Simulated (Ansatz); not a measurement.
# Re (Re, simple cubic): the cost of one run

Computed with Ansatz 0.2.0 (DFT PBE, plane waves (420 eV) with PAW, scalar-relativistic, unless a step says otherwise).

## Step 1: The structure to begin with

It takes space group Pm-3m (No. 221, cubic). Conventional cell: a = 2.514 Å, b = 2.514 Å, c = 2.514 Å, α = 90.00°, β = 90.00°, γ = 90.00°. Re (site symmetry m-3m) is surrounded by 6 Re at 2.51 Å.

Structure file:

```cif
data_structure
_symmetry_space_group_name_H-M 'P 1'
_symmetry_Int_Tables_number 1
_cell_length_a 2.5141
_cell_length_b 2.5141
_cell_length_c 2.5141
_cell_angle_alpha 90.000
_cell_angle_beta 90.000
_cell_angle_gamma 90.000
_cell_volume 15.89
loop_
_atom_site_label
_atom_site_type_symbol
_atom_site_fract_x
_atom_site_fract_y
_atom_site_fract_z
_atom_site_occupancy
Re1 Re 0.00000 0.00000 0.00000 1
```

## Step 2: Geometry optimisation

File input.yaml:

```yaml
crystal:
  lattice:
    - [2.5141111682, 0.0, 0.0]
    - [0.0, 2.5141111682, 0.0]
    - [0.0, 0.0, 2.5141111682]
  atoms:
    - { symbol: Re, position: [0.0, 0.0, 0.0] }
hamiltonian:
  xc: pbe
  pseudopotentials:
    kind: paw
    azcp:
      Re: "pseudopotentials/Re.paw.azcp"
basis:
  ecutwfc: 420
  fft_grid_basis: typed
kpoints:
  mp_grid: { grid: [12, 12, 12], shift: [0, 0, 0] }
magnetization:
  spin_polarized: false
scf:
  occupations: { method: fermi_dirac, width: 0.1 }
relax:
  max_steps: 60
  f_tol: 0.01
  cell: {}
```

On the command line:

```console
ansatz run input.yaml --threads 1 --pin off --max-ram 3584MiB --backend cpu --events-out ev --progress --plain --runs-dir out
```

What time and memory should one allow on 1 thread of Intel Xeon Platinum 8259CL at 2.50GHz (Skylake/Cascade Lake), shared host?

About 7.2 s, with a peak of 0.47 GiB.
